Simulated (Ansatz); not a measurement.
Runs of Ansatz 0.2.0 on Si. Symmetry: Fd-3m, No. 227, cubic system. The conventional cell has a = 5.444 Å, b = 5.444 Å, c = 5.444 Å, α = 90.00°, β = 90.00°, γ = 90.00°. Around Si (site symmetry -43m) lie 4 Si at 2.36 Å. 

| task | level | potentials or basis | cell | k mesh | cutoff (eV) | points for each segment of the path | mesh quality | gap on the mesh (eV) | pressure (GPa) | V0 of scaled cells (Å³/atom) | B0 (GPa) |
| --- | --- | --- | --- | --- | --- | --- | --- | --- | --- | --- | --- |
| single point | PBE | Ansatz PAW | as given | 4 × 4 × 4 | 420 | - | coarse | 0.71 | 2.0 | - | - |
| band structure | PBE | Ansatz PAW earlier set | as given | 8 × 8 × 8 | 460 | 14 | not flagged | 0.63 | 1.3 | - | - |
| equation of state | r2SCAN50 | Ansatz PAW | as given | 4 × 4 × 4 | 500 | - | coarse | - | - | (a) | 109 |
| band structure | HSE06 | Ansatz PAW | as given | 4 × 4 × 4 | 420 | 4 | coarse | 1.33 | - | - | - |
| equation of state | r2SCAN+D4 | Ansatz PAW | as given | 8 × 8 × 8 | 500 | - | not flagged | - | - | 20.00 | 98 |
| band structure | LDA | Ansatz PAW | as given | 8 × 8 × 8 | 420 | 14 | not flagged | 0.53 | -2.1 | - | - |
| relaxation of cell and atoms | PBEsol0 | Ansatz PAW | relaxed | 4 × 4 × 4 | 420 | - | coarse | 1.90 | - | - | - |
| band structure | PBE | SPMS NC | as given | 8 × 8 × 8 | 408 | 14 | not flagged | (b) | 1.3 | - | - |

Alike in all rows: no spin polarisation; smearing fermi-dirac 0.05 eV.

Estimate the missing entries.

(a) 19.90; (b) 0.62.

Caveats: some runs use coarse meshes; the PAW data sets come from PBE, with cores solved anew for the run's functional, which leaves a small shift of forces and pressure (some runs); the k mesh misses the band edges, so the gap on the mesh is wider than the one along the path (some runs); the plane-wave basis is chosen anew once the cell has moved, so the energies of steps on either side of that aren't comparable (some runs).

Not every run made on this cell is shown here.
